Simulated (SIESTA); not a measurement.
Si2Mo:

```
Mo Si
1.0
    -1.60000    1.60000    3.93050
     1.60000   -1.60000    3.93050
     1.60000    1.60000   -3.93050
Mo Si
1 2
Direct
  0.00000 0.00000 0.00000
  0.66700 0.66700 0.00000
  0.33300 0.33300 0.00000
```

Base run:

```yaml
Program: SIESTA 5.4.2
Functional: vdW-DF-cx
Potentials_or_basis: PseudoDojo 0.4 standard (PBE files)
Basis: DZP (energy shift 0.003 Ry; two zetas on semicore shells)
Grid_cutoff: 800 Ry
Energy_shift: 0.003 Ry
k_mesh: 12 × 12 × 12
Occupations: fermi-dirac, width 0.05 eV
Spin: no spin polarisation
```

Its results: band gap on the k mesh none (metal or under the smearing width); pressure 1.8 GPa; largest force 0.304 eV/Å.

Task: The run is repeated on the same cell with these changes: functional from vdW-DF-cx to PBEsol; potentials or basis from PseudoDojo 0.4 standard (PBE files) to PseudoDojo 0.4 standard (PBEsol files). What comes out?

Result: Band gap on the k mesh none (metal or under the smearing width); pressure -1.3 GPa; largest force 0.285 eV/Å.

Caveats: the basis of atomic orbitals isn't converged, which shifts pressures, moduli and gaps; the potentials were made for another functional, which shifts forces and pressure (some runs).

Not every run made on this cell is shown here.
